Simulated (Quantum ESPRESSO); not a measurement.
Au: phonons at L under several settings

```xyz
1
Lattice="0.0000 2.0350 2.0350 2.0350 0.0000 2.0350 2.0350 2.0350 0.0000" Properties=species:S:1:pos:R:3 pbc="T T T"
Au    0.0000    0.0000    0.0000
```

All runs used Quantum ESPRESSO 7.5; k mesh 11 × 11 × 11; no spin polarisation; occupations cold, width 0.272 eV.

```tsv
level	potentials	geometry	cutoff (eV)	volume (Å³/atom)	pressure (GPa)	frequencies (cm⁻¹)
vdW-DF-cx	PseudoDojo 0.4.1 SR PBE standard	relaxed cell	1034	?	0.0	?
LDA	PseudoDojo 0.4.1 SR LDA standard	given cell, atoms relaxed	871	16.85	-5.2	58 58 170
```

Problem. What stands in the row left open?

Solution. Volume 17.11 Å³/atom; frequencies 66 66 181 cm⁻¹.

Caveats: the q point doesn't lie on the k mesh, which can shift a metal's frequencies strongly unless the mesh is converged; the potentials were made for another functional, which shifts forces and pressure (some runs); the cell is more than 3 GPa from zero pressure, which shifts response properties (some runs).

For the row left open. Caveat: the potentials were made for another functional, which shifts forces and pressure; the q point doesn't lie on the k mesh, which can shift a metal's frequencies strongly unless the mesh is converged.
